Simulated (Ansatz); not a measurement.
# ZnO: a prediction, then the measurements

All numbers below come from Ansatz 0.2.0, DFT PBE, scalar-relativistic, plane waves, PAW.

Plane waves to 420 eV, a k mesh through Γ of 9×9×6 on the computed 4-atom cell and Gaussian smearing (0.02 eV); no spin polarisation.

Relaxed structure:

```
Zn O
1.0
     3.27965    0.00000    0.00000
    -1.63982    2.84026    0.00000
     0.00000    0.00000    5.29315
Zn O
2 2
Cartesian
  0.0000 1.8935 4.2899
  1.6398 0.9468 1.6433
  1.6398 0.9468 3.6499
  0.0000 1.8935 1.0033
```

- Space group: P6_3mc (No. 186)
- Volume per atom: 83.2 bohr³
- Formation energy from the elements' standard states (uncorrected): -1.424 eV/atom
- Kohn–Sham band gap: 0.74 eV, direct at Γ
- Orbital (Löwdin) character of the top 1 eV of the valence band: O 2p 75 %, Zn 3d 23 %
- Orbital (Löwdin) character of the lowest 1 eV of the conduction band: Zn 4s 56 %, O 2p 21 %, O 2s 20 %
- Electron masses at the edge by direction of the standard setting (m_e; one valley, along these axes only; no spin-orbit coupling): x: 0.14; y: 0.14; z: 0.14
- Hole masses at the edge by direction of the standard setting (m_e; one valley, along these axes only; no spin-orbit coupling): x: 2.7, 0.15; y: 2.7, 0.15; z: 3.0, 3.0
- Bulk modulus: 129 GPa
- Its pressure derivative: 4.4
- Bader charge by site (e): Zn (2 in the cell) 1.21, O (2 in the cell) -1.21

**Against measurements.**

A measured lattice constant a of ZnO is 3.25 Å (300 K; a printed reference work (textbook)); the calculated 3.280 Å exceeds it by 0.9 %. A measured lattice constant c of ZnO is 5.207 Å (300 K; a printed reference work (textbook)); the calculated 5.293 Å exceeds it by 1.7 %. The calculation is for 0 K without zero-point motion. A measured band gap of ZnO is 3.437 eV (4.2 K; a printed reference work (monograph)); the calculated 0.74 eV falls short of it by 2.69 eV. Kohn–Sham gaps of semilocal functionals fall short of measured ones as a rule.

The cell was reached from a generator's guess, though it ends in a space group that the Crystallography Open Database lists for this formula. Löwdin shares on free-atom orbitals overweight diffuse shells in the empty bands.
